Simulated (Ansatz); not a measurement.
# Co (P-1) in Ansatz: convergence with ecutrho ratio

Aim: find how far ecutrho ratio must go before the results for Co settle, at PBE. This setting moves, with any that are tied to it; all else stays.

Program: Ansatz 0.2.0. These are calculated values, not measurements. Logs are shortened: lines on timing, memory, paths and dates and some standing lists are left out, and cuts for length are marked.

**1. The crystal as given**

The typed cell holds 1 atom: a = 2.425 Å, b = 2.437 Å, c = 2.401 Å, α = 107.69°, β = 110.08°, γ = 109.82°.

This isn't the form of Co at room conditions, which is hcp.

**2. With ecutrho ratio 4**

Input file input.yaml:

```yaml
crystal:
  lattice:
    - [-1.4145745, 1.39290955, 1.39215747]
    - [1.44298028, -1.37512715, 1.40278084]
    - [1.4112696, 1.37182225, -1.37437506]
  atoms:
    - { symbol: Co, position: [0.0, 0.0, 0.0], spin: 2.0 }
hamiltonian:
  xc: pbe
  pseudopotentials: { kind: paw }
magnetization:
  spin_polarized: true
kpoints:
  mp_grid: { grid: [10, 9, 10] }
scf:
  occupations: { method: fermi_dirac, width: 0.1 }
output:
  forces: true
  stress: true
  eigenvalues: true
basis:
  ecutrho_ratio: 4
```

Potentials or basis: Ansatz PAW.

Launch:

```console
$ ansatz run input.yaml --threads 2 --pin off --max-ram 5632MiB --backend cpu --events-out ev --progress --plain --runs-dir out
```

It took 5.6 s on 2 threads of Intel Xeon 6975P-C (Granite Rapids), shared host; peak memory 0.43 GiB.

What came out:

```yaml
Free_energy: -5126.0835 eV
Pressure: 2.3 GPa
Band_gap_on_the_k_mesh: none (metal or under the smearing width)
Net_moment: 1.78 μB per cell
Absolute_moment: 1.91 μB per cell
Site_moments: Co +1.84 μB
```

**3. With ecutrho ratio 5**

Edit input.yaml of step 2 so:

```diff
@@ -21,2 +21,2 @@
 basis:
-  ecutrho_ratio: 4
+  ecutrho_ratio: 5
```

Potentials or basis: Ansatz PAW.

Launch:

```console
$ ansatz run input.yaml --threads 2 --pin off --max-ram 5632MiB --backend cpu --events-out ev --progress --plain --runs-dir out
```

Run time: 5.6 s. Hardware: 2 threads of Intel Xeon 6975P-C (Granite Rapids), shared host; peak memory 0.46 GiB.

Results:

* Free energy: -5126.0835 eV
* Pressure: 2.3 GPa
* Band gap on the k mesh: none (metal or under the smearing width)
* Net moment: 1.78 μB per cell
* Absolute moment: 1.91 μB per cell
* Site moments: Co +1.84 μB

**4. With ecutrho ratio 6**

Edit input.yaml of step 3 so:

```diff
@@ -21,2 +21,2 @@
 basis:
-  ecutrho_ratio: 5
+  ecutrho_ratio: 6
```

Launch:

```console
$ ansatz run input.yaml --threads 2 --pin off --max-ram 5632MiB --backend cpu --events-out ev --progress --plain --runs-dir out
```

Wall time 5 s (2 threads of Intel Xeon 6975P-C (Granite Rapids), shared host); peak memory 0.46 GiB.

Results:

```
Free energy            : -5126.0835 eV
Pressure               : 2.3 GPa
Band gap on the k mesh : none (metal or under the smearing width)
Net moment             : 1.78 μB per cell
Absolute moment        : 1.91 μB per cell
Site moments           : Co +1.84 μB
```

**5. With ecutrho ratio 8**

Edit input.yaml of step 4 so:

```diff
@@ -21,2 +21,2 @@
 basis:
-  ecutrho_ratio: 6
+  ecutrho_ratio: 8
```

Launch:

```console
$ ansatz run input.yaml --threads 2 --pin off --max-ram 5632MiB --backend cpu --events-out ev --progress --plain --runs-dir out
```

It took 4.9 s on 2 threads of Intel Xeon 6975P-C (Granite Rapids), shared host; peak memory 0.47 GiB.

The run converged. Its results:

```yaml
Free_energy: -5126.0835 eV
Pressure: 2.3 GPa
Band_gap_on_the_k_mesh: none (metal or under the smearing width)
Net_moment: 1.78 μB per cell
Absolute_moment: 1.91 μB per cell
Site_moments: Co +1.84 μB
```

**6. With ecutrho ratio 10**

Edit input.yaml of step 5 so:

```diff
@@ -21,2 +21,2 @@
 basis:
-  ecutrho_ratio: 8
+  ecutrho_ratio: 10
```

Potentials or basis: Ansatz PAW.

Launch:

```console
$ ansatz run input.yaml --threads 2 --pin off --max-ram 5632MiB --backend cpu --events-out ev --progress --plain --runs-dir out
```

Wall time 4.9 s (2 threads of Intel Xeon 6975P-C (Granite Rapids), shared host); peak memory 0.48 GiB.

The run converged. Its results:

| Quantity | Value |
| --- | --- |
| Free energy | -5126.0835 eV |
| Pressure | 2.3 GPa |
| Band gap on the k mesh | none (metal or under the smearing width) |
| Net moment | 1.78 μB per cell |
| Absolute moment | 1.91 μB per cell |
| Site moments | Co +1.84 μB |

**7. With ecutrho ratio 12**

Edit input.yaml of step 6 so:

```diff
@@ -21,2 +21,2 @@
 basis:
-  ecutrho_ratio: 10
+  ecutrho_ratio: 12
```

Potentials or basis: Ansatz PAW.

Launch:

```console
$ ansatz run input.yaml --threads 2 --pin off --max-ram 5632MiB --backend cpu --events-out ev --progress --plain --runs-dir out
```

Output:

```text
Warning: RAYON_NUM_THREADS=2 ignored (pool sized by the plan → 2); use --threads N
Engine: ansatz 0.2.0, x86_64-unknown-linux-gnu
Pseudopotentials: kind: paw
Pseudopotential: Co, paw, valence charge 17, recommended cutoff 420 eV (normal), Co.paw.azcp
Functional definition: PBE
  parameter kappa = 0.804
  parameter beta = 0.06672455060314922
  exchange = pbe_x(kappa = kappa, mu = beta*pi^2/3)
  correlation = pbe_c(beta = beta)
Crystal: 1 atoms, lattice volume = 11.026 Å³
Basis set: ecut = 420 eV, 211 PW (Γ), exchange–correlation on 60×60×60 points (8 copies of the dense FFT grid, shifted against one another)
Bands: 14, of which v1, the nominal top of the filled ones, is band 9 counted from 1 (8 counted from 0)
Symmetry: 2 space group operations
Space group: P-1 (ITA 2), of the structure as read, at distance tolerance 2.2e-5 Å
Magnetic group: BNS 2.4 (UNI 4), of the structure as read, at distance tolerance 2.2e-5 Å
k-points: 452 of 900
Non-local potential: Co, projectors of the file, l = 0: 3, l = 1: 2, l = 2: 3, l = 3: 1
PAW form: soft (Blöchl's): semilocal exchange-correlation on the pseudo side does not see the compensation charge
PAW one-centre angular grid: Co, 590 points (default); XC on 64 Gauss nodes
Initial density: superposition of atomic densities (chi_scale 0.1, normalization cell)
Starting moments: Σ|m| = 2 μB on 1 of 1 site
Initial wavefunctions: pseudopotential atomic-orbital guess
Functional: x = pbe(κ = 0.804, μ = 0.2195149727645171), c = pbe(β = 0.06672455060314922)
SCF iter   1: F=—  HF=-5125.807450 eV  |F-HF|=—  |Δ(HF+E_count)|=         —  Δρ=1.07e-1 (↑3.49e-2 ↓1.07e-1)  dr2=1.24e0  dr2_m=1.49e-1  M=1.928 μB ∫|m|=1.983 μB  β_m=0.30  ethr=3.10e-3  ⟨swp⟩=4.9  Hψ=61642  notcnv=0
Mixer restart at iter 1: flushing history
preconditioner: auto → none  [metal: Δε(μ)=0.012 eV  Ē_g=15.183 eV  σ=0.100 eV  W_gap=0.03  n_scr=0 (ndim 8)  ℏωp=33.5 eV  f_vac=0.000  D(μ)=1.36/eV (n_scr^D=18)]
SCF iter   2: F=—  HF=-5125.360749 eV  |F-HF|=—  |Δ(HF+E_count)|=   4.47e-1  Δρ=4.74e-2 (↑4.74e-2 ↓1.92e-2)  dr2=9.27e-2  dr2_m=7.83e-2  M=1.884 μB ∫|m|=1.961 μB  β_m=0.29  ethr=3.10e-3  ⟨swp⟩=2.8  Hψ=31137  notcnv=0  defer=212
SCF iter   3: F=—  HF=-5125.626603 eV  |F-HF|=—  |Δ(HF+E_count)|=   2.66e-1  Δρ=2.45e-2 (↑2.45e-2 ↓1.95e-2)  dr2=9.35e-3  dr2_m=4.16e-2  M=1.873 μB ∫|m|=1.958 μB  β_m=0.57  ethr=5.46e-4  ⟨swp⟩=2.4  Hψ=24583  notcnv=0  defer=212
SCF iter   4: F=—  HF=-5126.049623 eV  |F-HF|=—  |Δ(HF+E_count)|=   4.23e-1  Δρ=1.16e-2 (↑8.11e-3 ↓1.16e-2)  dr2=2.50e-2  dr2_m=1.34e-3  M=1.809 μB ∫|m|=1.928 μB  β_m=0.78  ethr=5.50e-5  ⟨swp⟩=2.0  Hψ=25709  notcnv=0  defer=212
SCF iter   5: F=—  HF=-5126.081310 eV  |F-HF|=—  |Δ(HF+E_count)|=   3.17e-2  Δρ=4.88e-3 (↑3.92e-3 ↓4.88e-3)  dr2=4.86e-3  dr2_m=1.05e-4  M=1.788 μB ∫|m|=1.918 μB  β_m=0.87  ethr=5.50e-5  ⟨swp⟩=2.4  Hψ=24745  notcnv=0  defer=230
SCF iter   6: F=—  HF=-5126.083526 eV  |F-HF|=—  |Δ(HF+E_count)|=   2.22e-3  Δρ=3.76e-4 (↑2.43e-4 ↓3.76e-4)  dr2=2.16e-5  dr2_m=1.93e-6  M=1.781 μB ∫|m|=1.914 μB  β_m=0.93  ethr=2.86e-5  ⟨swp⟩=2.2  Hψ=19714  notcnv=0  defer=258
SCF iter   7: F=—  HF=-5126.083538 eV  |F-HF|=—  |Δ(HF+E_count)|=   1.22e-5  Δρ=8.43e-5 (↑7.94e-5 ↓8.43e-5)  dr2=1.81e-6  dr2_m=7.86e-8  M=1.780 μB ∫|m|=1.914 μB  β_m=0.97  ethr=1.27e-7  ⟨swp⟩=2.3  Hψ=18486  notcnv=0  defer=258
SCF iter   8: F=—  HF=-5126.083538 eV  |F-HF|=—  |Δ(HF+E_count)|=   6.07e-7  Δρ=1.81e-5 (↑1.81e-5 ↓1.24e-5)  dr2=3.63e-8  dr2_m=3.22e-9  M=1.780 μB ∫|m|=1.914 μB  β_m=0.96  ethr=1.07e-8  ⟨swp⟩=2.3  Hψ=17195  notcnv=0  defer=258
SCF iter   9: F=-5126.083538 eV  HF=-5126.083538 eV  |F-HF|=2.49e-10  |Δ(HF+E_count)|=   5.57e-9  Δρ=3.13e-6 (↑3.13e-6 ↓1.76e-6)  dr2=3.39e-10  dr2_m=3.37e-10  M=1.780 μB ∫|m|=1.914 μB  ethr=2.13e-10  ⟨swp⟩=2.8  Hψ=41514  notcnv=0
SCF 1 converged in 9 iterations: F = -5126.083538 eV  dr2 = 3.39e-10
SCF converged after 9 iterations
Magnetization: 1.7803 μB (9.3902 up, 7.6098 down)
Absolute magnetization: 1.9142 μB (∫|ρ↑−ρ↓|, with the PAW one-centre terms)
Spin contamination: 0.0280 ħ² per cell (⟨S²⟩ above its minimum at these occupations)
Per-site moments (μB) at R_I (Å): [(1.841608200190741, 0.9902135295138705)]
Free energy (F): -5126.083538 eV
Harris-Foulkes:  -5126.083538 eV  (|F-HF|=2.49e-10)
Internal energy: -5126.034457 eV  (E = F + TS)
E sigma→0 (E₀):  -5126.058998 eV
Entropy (-TS):   -0.049081 eV (-49.081 meV/atom)
Fermi energy:    18.682579 eV
--- Per-component energies (eV) ---
  E_band       = -250.123061
  E_kinetic    = 452.754404
  E_local      = -2854.285827  (includes V_loc(G=0)·N_el)
  E_nonlocal   = 454.441624
  E_hartree    = 1195.088249
  E_xc         = -158.809982
  E_vxc        = -204.917168  (∫ρ·V_xc dr)
  E_paw        = -1515.125893  (= ΣΔE_a)
  E_vpaw       = -488.291602  (= ΣTr[D̂ρ^β])
  E_aug_tail   = -0.000001  (compensation charges beyond the density's cutoff)
  E_ewald      = -2700.097031
  E_smearing   = -0.049081  (= −TS)
  E_closure    = 0.000000  (closes the sum)
  Σ components = -5126.083538   (vs F -5126.083538, Δ=0.00e0)
--- Forces (eV/Å), atoms counted from 1 ---
  atom   1  Co     0.00000000     0.00000000     0.00000000
  max |Σ_I F_I| component: 0.00e0 eV/Å
--- Stress (GPa, compression-positive) ---
        2.477654       0.638249      -2.911080
        0.638242       2.321536      -1.704311
       -2.911109      -1.704318       2.119347
  P = ⅓ Tr σ = 2.3062 GPa (23.062 kbar)
--- Band table (eV; the first three rows and the last of 904) ---
  k-point 0 ↑: bands = ["-77.8332", "-40.9308", "-40.9025", "-40.8812", "9.3752", "15.4988", "15.6002", "15.7470", "16.6660", "16.7473", "43.0765", "43.7648", "44.0522", "48.3123"]
  k-point 1 ↑: bands = ["-77.8279", "-40.9494", "-40.9128", "-40.8924", "9.7880", "15.5155", "15.5661", "15.8603", "16.5979", "16.7285", "41.0142", "42.6749", "43.5221", "46.5886"]
  k-point 2 ↑: bands = ["-77.8138", "-41.0197", "-40.9387", "-40.9010", "10.9405", "15.2796", "15.5029", "16.3771", "16.5144", "16.7444", "36.2726", "40.7185", "42.6357", "43.5582"]
  k-point 451 ↓: bands = ["-75.5380", "-39.0339", "-38.8480", "-38.7439", "14.6782", "16.4292", "16.9820", "18.5754", "19.7510", "21.2824", "26.1874", "34.0915", "38.1593", "45.0568"]
```

It took 4.4 s on 2 threads of Intel Xeon 6975P-C (Granite Rapids), shared host; peak memory 0.49 GiB.

What came out:

- Free energy: -5126.0835 eV
- Pressure: 2.3 GPa
- Band gap on the k mesh: none (metal or under the smearing width)
- Net moment: 1.78 μB per cell
- Absolute moment: 1.91 μB per cell
- Site moments: Co +1.84 μB

**8. Summary**

| ecutrho ratio | energy less the tightest run, at zero smearing (meV/atom) | SCF cycles | CPU time (s) | peak memory (GiB) |
| --- | --- | --- | --- | --- |
| 4 | 0.00 | 9 | 9.9 | 0.43 |
| 5 | 0.00 | 9 | 10 | 0.46 |
| 6 | 0.00 | 9 | 8.8 | 0.46 |
| 8 | 0.00 | 9 | 8.6 | 0.47 |
| 10 | 0.00 | 9 | 8.7 | 0.48 |
| 12 | 0.00 | 9 | 7.7 | 0.49 |

Against the tightest run, the energy stays within 1 meV/atom from 4 on. The tightest run that finished is the yardstick and may itself not be fully converged.
